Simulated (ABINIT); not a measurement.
Ni:

```
Ni
1.0
     0.00000    1.73316    1.73316
     1.73316    0.00000    1.73316
     1.73316    1.73316    0.00000
Ni
1
Cartesian
  0.0000 0.0000 0.0000
```

The cell isn't the ideal one: cell relaxed.

Base run:

* Program: ABINIT 10.8.3 (patched build)
* Functional: PBEsol
* Potentials or basis: PseudoDojo NC SR PBEsol v0.4.1 standard
* Cutoff: 1333 eV
* k mesh: 10 × 10 × 10
* Occupations: fermi-dirac, width 0.05 eV
* Spin: collinear spin, ferromagnetic start
* Starting moments: [1.0] μB

Its results: pressure 0.0 GPa; net moment 0.72 μB per cell; site moments Ni +0.76 μB.

Question: The run is repeated on the same cell with these changes: k mesh from 10 × 10 × 10 to 14 × 14 × 14, with 4 shifts; occupations from fermi-dirac, width 0.05 eV to gaussian, width 0.136 eV. What comes out?

Answer: Pressure -0.6 GPa; net moment 0.62 μB per cell; site moments Ni +0.66 μB.
